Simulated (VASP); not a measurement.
# Al (Fm-3m) in VASP: RPA correlation energy with PBE

Aim: the RPA correlation energy of Al with PBE.

All numbers are computed with VASP 6.6.1; they aren't measurements. Logs are shortened: lines on timing, memory, paths and dates and some standing lists are left out, and cuts for length are marked.

## Step 1: The structure

The structure is cubic, space group Fm-3m (No. 225). The conventional cell has a = 4.016 Å, b = 4.016 Å, c = 4.016 Å, α = 90.00°, β = 90.00°, γ = 90.00°. Around Al (site symmetry m-3m) lie 12 Al at 2.84 Å.

## Step 2: RPA correlation energy, PBE

Input file POSCAR:

```
Al
1.0
    0.0000000000      2.0080400000      2.0080400000
    2.0080400000      0.0000000000      2.0080400000
    2.0080400000      2.0080400000      0.0000000000
Al
1
Direct
    0.0000000000      0.0000000000      0.0000000000
```

Input file INCAR.step1:

```
SYSTEM = Al
ALGO = Normal ; EDIFF = 1E-8
ENCUT = 450 ; GGA = PE
ISMEAR = 0 ; LASPH = .True.
LCHARG = .False. ; LREAL = .False.
LWAVE = .True. ; NELM = 80
PREC = Accurate ; SIGMA = 0.05
```

Input file INCAR.step2:

```
SYSTEM = Al
AEXX = 1.0 ; AGGAC = 0.0
ALDAC = 0.0 ; ALGO = EIGENVAL
EDIFF = 1E-8 ; ENCUT = 450
GGA = PE ; ISMEAR = 0
ISTART = 1 ; LASPH = .True.
LCHARG = .False. ; LHFCALC = .True.
LREAL = .False. ; LWAVE = .False.
NELM = 1 ; PREC = Accurate
PRECFOCK = Fast ; SIGMA = 0.05
```

Input file INCAR.step3:

```
SYSTEM = Al
ALGO = Exact ; EDIFF = 1E-8
ENCUT = 450 ; GGA = PE
ISMEAR = 0 ; ISTART = 1
LASPH = .True. ; LCHARG = .False.
LOPTICS = .True. ; LREAL = .False.
LWAVE = .True. ; NBANDS = 363
NELM = 1 ; PREC = Accurate
SIGMA = 0.05
```

Input file INCAR.step4:

```
SYSTEM = Al
ALGO = ACFDT ; EDIFF = 1E-8
ENCUT = 450 ; ENCUTGW = 250
GGA = PE ; ISMEAR = 0
ISTART = 1 ; LASPH = .True.
LCHARG = .False. ; LREAL = .False.
LWAVE = .False. ; NBANDS = 363
NELM = 80 ; NOMEGA = 12
PREC = Accurate ; PRECFOCK = Fast
SIGMA = 0.05
```

Input file KPOINTS:

```
k-points
0
Gamma
  8 8 8
  0 0 0
```

Potentials or basis: VASP PAW PBE potentials, release 64 (Al_GW).

Started as:

```sh
$ cat potpaw_PBE.64/Al_GW/POTCAR > POTCAR
$ cp INCAR.step1 INCAR
$ mpirun -np 1 vasp_std > vasp.out
$ cp INCAR.step2 INCAR
$ mpirun -np 1 vasp_std > vasp.out
$ cp INCAR.step3 INCAR
$ mpirun -np 1 vasp_std > vasp.out
$ cp INCAR.step4 INCAR
$ mpirun -np 1 vasp_std > vasp.out
```

OUTCAR:

```text
SYSTEM = Al
   EDIFF = 1E-8
   ENCUT = 450
   ENCUTGW = 250
   GGA = PE
   ISMEAR = 0
   ISTART = 1
   LASPH = .True.
   LREAL = .False.
   NELM = 80
   PREC = Accurate
   PRECFOCK = Fast

 ion  position               nearest neighbor table
   1  0.000  0.000  0.000-

  LATTYP: Found a face centered cubic cell.
 ALAT       =     4.0160800000

  Lattice vectors:

 A1 = (   0.0000000000,   2.0080400000,   2.0080400000)
 A2 = (   2.0080400000,   0.0000000000,   2.0080400000)
 A3 = (   2.0080400000,   2.0080400000,   0.0000000000)

Analysis of symmetry for initial positions (statically):
=====================================================================
 Subroutine PRICEL returns:
 Original cell was already a primitive cell.

 Routine SETGRP: Setting up the symmetry group for a
 face centered cubic supercell.

 Subroutine GETGRP returns: Found 48 space group operations
 (whereof 48 operations were pure point group operations)
 out of a pool of 48 trial point group operations.

The static configuration has the point symmetry O_h .

Analysis of symmetry for dynamics (positions and initial velocities):
=====================================================================
 Subroutine PRICEL returns:
 Original cell was already a primitive cell.

 Routine SETGRP: Setting up the symmetry group for a
 face centered cubic supercell.

 Subroutine GETGRP returns: Found 48 space group operations
 (whereof 48 operations were pure point group operations)
 out of a pool of 48 trial point group operations.

The dynamic configuration has the point symmetry O_h .

 Subroutine INISYM returns: Found 48 space group operations
 (whereof 48 operations are pure point group operations),
 and found     1 'primitive' translations

----------------------------------------------------------------------------------------

                                     Primitive cell

  volume of cell :      16.1937

  direct lattice vectors                    reciprocal lattice vectors
     0.000000000  2.008040000  2.008040000    -0.248999024  0.248999024  0.248999024
     2.008040000  0.000000000  2.008040000     0.248999024 -0.248999024  0.248999024
     2.008040000  2.008040000  0.000000000     0.248999024  0.248999024 -0.248999024

  length of vectors
     2.839797402  2.839797402  2.839797402     0.431278960  0.431278960  0.431278960

  position of ions in fractional coordinates (direct lattice)
     0.000000000  0.000000000  0.000000000

  ion indices of the primitive-cell ions
   primitive index   ion index
                 1           1

----------------------------------------------------------------------------------------

 KPOINTS: k-points

Automatic generation of k-mesh.
 Grid dimensions read from file:
 generate k-points for:    8    8    8

 Generating k-lattice:

  Cartesian coordinates                     Fractional coordinates (reciprocal lattice)
    -0.031124878  0.031124878  0.031124878     0.125000000  0.000000000  0.000000000
     0.031124878 -0.031124878  0.031124878     0.000000000  0.125000000  0.000000000
     0.031124878  0.031124878 -0.031124878     0.000000000  0.000000000  0.125000000

  Length of vectors
     0.053909870  0.053909870  0.053909870

  Shift w.r.t. Gamma in fractional coordinates (k-lattice)
     0.000000000  0.000000000  0.000000000

 Subroutine IBZKPT returns following result:
 ===========================================

 Found     29 irreducible k-points:

 Following reciprocal coordinates:
            Coordinates               Weight
  0.000000  0.000000  0.000000      1.000000
  0.125000  0.000000  0.000000      8.000000
  0.250000  0.000000  0.000000      8.000000
  0.375000  0.000000  0.000000      8.000000
  0.500000  0.000000  0.000000      4.000000
  0.125000  0.125000  0.000000      6.000000
[... 16 lines left out ...]
  0.500000  0.250000  0.125000     48.000000
 -0.375000  0.250000  0.125000     24.000000
 [... further k-points ...]
   k-points           NKPTS =     29   k-points in BZ     NKDIM =    512   number of bands    NBANDS=    363
   number of dos      NEDOS =    301   number of ions     NIONS =      1
   total plane-waves  NPLWV =   8000
   dimension x,y,z NGX =    20 NGY =   20 NGZ =   20
   dimension x,y,z NGXF=    40 NGYF=   40 NGZF=   40
   ions per type =               1
   NGX,Y,Z   is equivalent  to a cutoff of  11.71, 11.71, 11.71 a.u.
   NGXF,Y,Z  is equivalent  to a cutoff of  23.42, 23.42, 23.42 a.u.
 SYSTEM =  Al
   PREC   = accura    normal or accurate (medium, high low for compatibility)
   ISTART =      1    job   : 0-new  1-cont  2-samecut
   ICHARG =      0    charge: 1-file 2-atom 10-const
   ISPIN  =      1    spin polarized calculation?
   LNONCOLLINEAR =      F non collinear calculations
   LSORBIT =      F    spin-orbit coupling
   LASPH  =      T    aspherical Exc in radial PAW
   ENCUT  =  450.0 eV  33.07 Ry    5.75 a.u.   4.91  4.91  4.91*2*pi/ulx,y,z
   NELM   =     80;   NELMIN=  2; NELMDL=  0     # of ELM steps
   EDIFF  = 0.1E-07   stopping-criterion for ELM
   LREAL  =      F    real-space projection
   EDIFFG = 0.1E-06   stopping-criterion for IOM
   NSW    =      0    number of steps for IOM
   IBRION =     -1    ionic relax: 0-MD 1-quasi-New 2-CG
   NFREE  =      0    steps in history (QN), initial steepest desc. (CG)
   ISIF   =      0    stress and relaxation
   ISYM   =      3    0-nonsym 1-usesym 2-fastsym
   POTIM  = 0.5000    time-step for ionic-motion
   TEBEG  =    0.0;   TEEND  =   0.0 temperature during run
   PSTRESS=    0.0 pullay stress
   NELECT =       3.0000    total number of electrons
   NUPDOWN=      -1.0000    fix difference up-down
   EMIN   =  10.00;   EMAX   =-10.00  energy-range for DOS
   EFERMI =   0.00;   METHOD = LEGACY
   ISMEAR =     0;   SIGMA  =   0.05  broadening in eV -4-tet -1-fermi 0-gaus
   EFERMI_NEDOS =   21; number of points for ismear=-14 and -15
   IALGO  =     38    algorithm
   IMIX   =      4    mixing-type and parameters
     AMIX     =   0.40;   BMIX     =  1.00
     AMIX_MAG =   1.60;   BMIX_MAG =  1.00
  volume/ion in A,a.u.               =      16.19       109.28
  Fermi-wavevector in a.u.,A,eV,Ry     =   0.933253  1.763593 11.850155  0.870962
  Thomas-Fermi vector in A             =   2.059936
   LORBIT       =      0    0 simple, 1 ext, 2 COOP (PROOUT), +10 PAW based schemes
   GGA     = PE    functional components
   LHFCALC =     T    Hartree Fock is set to
   PRECFOCK=fast      Normal, Fast or Accurate (Low or Medium for compatibility)
   ENCUT4O =  -1.0   cutoff for four orbital integrals eV
   NKREDX  =     1    reduce k-point grid by
   NKREDY  =     1    reduce k-point grid by
   NKREDZ  =     1    reduce k-point grid by
   AEXX    =    1.0000 exact exchange contribution
   HFSCREEN=    0.0000 screening length (either q_TF or 0.3 A-1)
   HFSCREENC=   0.0000 screening length for correlation (either q_TF or 0.3 A-1)
   ENCUTFOCK=  -1.0 apply spherical cutoff to Coloumb kernel
   IVDW    =     0    specifies the selected vdW correction
   LEPSILON=     F    determine dielectric tensor
   LRPA    =     F    only Hartree local field effects (RPA)
   LRPAFORCE           =     F    calculate RPA forces
   ENCUTGW             = 250.0    cutoff for response function in eV
   ENCUTGWSOFT         = 200.0    soft cutoff for Coulomb kernel in GW response function in eV
   ENCUTLF             =  -1.0    cutoff for local field effects
   NELMGW              =     1    number of iterations in solving QP/BSE equation
   NELMHF              =     1    number of iterations in the inner HF iteration
   NKREDLFX            =     1    NKREDLFY  =   1   NKREDLFZ  =   1
 non-spin polarized calculation
 Gauss-broadening in eV      SIGMA  =   0.05
  energy-cutoff  :      450.00
  volume of cell :       16.19
 maximum number of plane-waves:       363
  NGX = 12; NGY = 12; NGZ = 12
   NGX =  9   NGY =  9   NGZ =  9
 maximum number of plane-waves:       156

      cutoff energy     smooth cutoff   RPA   correlation   Hartree contr. to MP2
---------------------------------------------------------------------------------
            250.000           200.000       -4.9422627327      -12.9218237240
            238.095           190.476       -4.9380241939      -12.9172242596
            226.757           181.406       -4.9334904746      -12.9122987676
            215.959           172.768       -4.9286266484      -12.9070158886
            205.676           164.541       -4.9234318742      -12.9013846197
            195.882           156.705       -4.9178776227      -12.8953881119
            186.554           149.243       -4.9119315882      -12.8890044970
            177.670           142.136       -4.9055881445      -12.8822390136
  linear regression
  converged value                           -4.9969829666      -12.9808873249
```

OUTCAR.step2:

```text
SYSTEM = Al
   AEXX = 1.0
   EDIFF = 1E-8
   ENCUT = 450
   GGA = PE
   ISMEAR = 0
   ISTART = 1
[... 412 lines left out ...]
 POSITION                                       TOTAL-FORCE (eV/Angst)
 -----------------------------------------------------------------------------------
      0.00000      0.00000      0.00000         0.000000      0.000000      0.000000
 -----------------------------------------------------------------------------------
    total drift:                               -0.000000      0.000000     -0.000000

  FREE ENERGIE OF THE ION-ELECTRON SYSTEM (eV)
  ---------------------------------------------------
  free  energy   TOTEN  =        -4.3844714056 eV

  energy  without entropy=       -4.3828969229  energy(sigma->0) =       -4.38368416
```

Wall time 6.2 min (1 thread of Intel Xeon 6975P-C (Granite Rapids), shared host); peak memory 1.3 GiB.

Results:

```
Band gap on the k mesh, mean-field level : none (metal or under the smearing width)
RPA correlation energy                   : -4.997 eV/atom
RPA total energy per cell                : -9.381 eV
RPA correlation energy per cell          : -4.997 eV
```

Caveat: the ground state has no gap, which makes the many-body step unreliable.
